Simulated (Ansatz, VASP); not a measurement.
Rh in VASP and in Ansatz

```
Rh
1.0
     0.00000    1.86306    1.86306
     1.86306    0.00000    1.86306
     1.86306    1.86306    0.00000
Rh
1
Cartesian
  0.0000 0.0000 0.0000
```

Change from the starting cell: volume scaled by 0.9405.

Alike in both runs: task single point; functional PBEsol; k mesh 16 × 16 × 16; occupations fermi-dirac, width 0.08 eV; no spin polarisation.

|  | VASP | Ansatz |
| --- | --- | --- |
| version | VASP 6.6.1 | Ansatz 0.2.0 |
| potentials or method | VASP PAW PBE potentials, release 64 (Rh_pv), cutoff 520 eV | all-electron LAPW, scalar-relativistic |

Ansatz gave:

| Quantity | Value |
| --- | --- |
| pressure (GPa) | 14.5 |

What did VASP give for the same quantities?

Pressure (GPa): 14.4.

Ansatz ran all-electron here, so the differences hold the error of VASP's frozen core and of both bases.

Caveats: the PAW data sets were made with another functional, which shifts forces and pressure a little (VASP).
